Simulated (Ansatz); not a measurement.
# Boron, A15 under RPBE: structure and ground-state energy, part 2 of 2

Aim: take boron in the A15 structure, relax it, then solve it on a dense k-mesh. Spin polarisation is left out. The k-meshes are 7×7×7 for the relaxation; 9×9×9 for the dense run.

Ansatz 0.2.0; DFT, RPBE, plane waves (420 eV) with PAW, scalar-relativistic. The steps go on from the part before.

## (3) Dense single point

Contents of input.yaml:

```yaml
crystal:
  lattice:
    - [3.6843273059, 0.0, 0.0]
    - [0.0, 3.6843273059, 0.0]
    - [0.0, 0.0, 3.6843273059]
  atoms:
    - { symbol: B, position: [1.0, 1.0, 1.0] }
    - { symbol: B, position: [0.5, 0.5, 0.5] }
    - { symbol: B, position: [0.25, 1.0, 0.5] }
    - { symbol: B, position: [0.75, 0.0, 0.5] }
    - { symbol: B, position: [0.5, 0.25, 0.0] }
    - { symbol: B, position: [0.5, 0.75, 1.0] }
    - { symbol: B, position: [0.0, 0.5, 0.25] }
    - { symbol: B, position: [0.0, 0.5, 0.75] }
hamiltonian:
  xc: rpbe
  pseudopotentials:
    kind: paw
    azcp:
      B: "pseudopotentials/B.paw.azcp"
basis:
  ecutwfc: 420
  fft_grid_basis: typed
kpoints:
  mp_grid: { grid: [9, 9, 9], shift: [0, 0, 0] }
magnetization:
  spin_polarized: false
scf:
  occupations: { method: fermi_dirac, width: 0.1 }
```

Command:

```console
$ ansatz run input.yaml --threads 4 --pin off --max-ram 8192MiB --backend cpu --events-out ev --progress --plain --runs-dir out
```

Log:

```text
Warning: RAYON_NUM_THREADS=4 ignored (pool sized by the plan → 4); use --threads N
Engine: ansatz 0.2.0, aarch64-unknown-linux-gnu
Pseudopotentials: kind: paw
Pseudopotential: B, paw, valence charge 3, recommended cutoff 420 eV (normal), <dir>
Functional definition: RPBE
  parameter kappa = 0.804
  parameter beta = 0.06672455060314922
  exchange = rpbe_x(kappa = kappa, mu = beta*pi^2/3)
  correlation = pbe_c(beta = beta)
Crystal: 8 atoms, lattice volume = 50.012 Å³
Basis set: ecut = 420 eV, 949 PW (Γ)
Bands: 20, of which v1, the nominal top of the filled ones, is band 12 counted from 1 (11 counted from 0)
Symmetry: 48 space group operations
Space group: Pm-3n (ITA 223), of the structure as read, at distance tolerance 3.7e-5 Å
k-points: 35 of 729
Non-local potential: B, projectors of the file, l = 0: 2, l = 1: 2, l = 2: 1
PAW form: soft (Blöchl's): semilocal exchange-correlation on the pseudo side does not see the compensation charge
PAW frozen core: B, regenerated for the run's functional, and the local potential with it (the file was generated under x = pbe(κ = 0.804, μ = 0.2195149727645171), c = pbe(β = 0.06672455060314922))
PAW one-centre angular grid: B, 110 points (default); XC on 64 Gauss nodes
Initial density: superposition of atomic densities (neutral atoms: chi_scale 0, normalization atom), corrected by the library's trained network
Initial wavefunctions: pseudopotential atomic-orbital guess
Functional: x = rpbe, c = pbe(β = 0.06672455060314922)
SCF iter   1: F=—  HF=-1243.950918 eV  |F-HF|=—  |Δ(HF+E_count)|=         —  Δρ=7.50e-3  dr2=2.57e-2  ethr=1.77e-3  ⟨swp⟩=4.2  Hψ=3156  notcnv=0  defer=5
preconditioner: auto → Kerker (q_TF=auto, 2.414 Å⁻¹)  [metal: Δε(μ)=0.018 eV  Ē_g=11.429 eV  σ=0.100 eV  W_gap=0.05  n_scr=18 (ndim 8)  ℏωp=25.7 eV  f_vac=0.000  D(μ)=1.85/eV (n_scr^D=18)]
SCF iter   2: F=—  HF=-1243.945554 eV  |F-HF|=—  |Δ(HF+E_count)|=   5.36e-3  Δρ=3.84e-3  dr2=5.77e-3  ethr=1.07e-4  ⟨swp⟩=1.2  Hψ=990  notcnv=0  defer=10
SCF iter   3: F=—  HF=-1243.943956 eV  |F-HF|=—  |Δ(HF+E_count)|=   1.60e-3  Δρ=5.06e-4  dr2=6.95e-5  ethr=2.40e-5  ⟨swp⟩=2.6  Hψ=1084  notcnv=0  defer=10
SCF iter   4: F=—  HF=-1243.943942 eV  |F-HF|=—  |Δ(HF+E_count)|=   1.45e-5  Δρ=3.64e-5  dr2=5.45e-7  ethr=2.90e-7  ⟨swp⟩=2.1  Hψ=1084  notcnv=0  defer=10
iter 5 did not close the SCF: its close was put off for the readings that it lacked (scf_convergence_deferred on its scf_iter line)
SCF iter   5: F=-1243.943942 eV  HF=-1243.943942 eV  |F-HF|=1.04e-10  |Δ(HF+E_count)|=   7.88e-8  Δρ=4.77e-6  dr2=4.78e-9  ethr=2.27e-9  ⟨swp⟩=2.7  Hψ=1132  notcnv=0  defer=10
SCF iter   6: F=-1243.943942 eV  HF=-1243.943942 eV  |F-HF|=1.50e-11  |Δ(HF+E_count)|=  1.39e-10  Δρ=5.62e-7  dr2=5.92e-11  ethr=1.99e-11  ⟨swp⟩=1.0  Hψ=1880  notcnv=0
SCF 1 converged in 6 iterations: F = -1243.943942 eV  dr2 = 5.92e-11
SCF converged after 6 iterations
Free energy (F): -1243.943942 eV
Harris-Foulkes:  -1243.943942 eV  (|F-HF|=1.50e-11)
Internal energy: -1243.880820 eV  (E = F + TS)
E sigma→0 (E₀):  -1243.912381 eV
Entropy (-TS):   -0.063122 eV (-7.890 meV/atom)
Fermi energy:    13.637886 eV
--- Per-component energies (eV) ---
  E_band       = 139.842708
  E_kinetic    = 376.806694
  E_local      = -11.612714  (includes V_loc(G=0)·N_el)
  E_nonlocal   = 90.891084
  E_hartree    = 3.193487
  E_xc         = -256.789856
  E_vxc        = -305.235023  (∫ρ·V_xc dr)
  E_paw        = -635.363449  (= ΣΔE_a)
  E_vpaw       = -17.394295  (= ΣTr[D̂ρ^β])
  E_aug_tail   = -0.000011  (compensation charges beyond the density's cutoff)
  E_ewald      = -810.921455
  E_core_change = -0.084599  (= ΣΔE_core)
  E_smearing   = -0.063122  (= −TS)
  E_closure    = -0.000000  (closes the sum)
  Σ components = -1243.943942   (vs F -1243.943942, Δ=0.00e0)
```

It took 0.56 s on 4 threads of Arm Neoverse V1, shared host; peak memory 0.31 GiB.

## (4) Summary of results

This closing draws on all 2 parts.

| quantity | value |
| --- | --- |
| space group (spins left aside) | Pm-3n (No. 223) |
| conventional cell | a = 3.684 Å |
| volume | 6.252 Å³/atom |
| shortest distance | 1.842 Å |
| gap on the mesh | none (levels filled in part) |
| relative to alpha-rhombohedral (B12) | +1517 meV/atom |

**Reading.** The relaxation shrank the cell by 4.6 % in volume. Against the reference form of boron (alpha-rhombohedral (B12), computed apart with the same settings) it stands 1517 meV/atom higher. Levels at the Fermi energy are filled in part, as in a metal. Relaxation kept the symmetry; phonons were not checked.
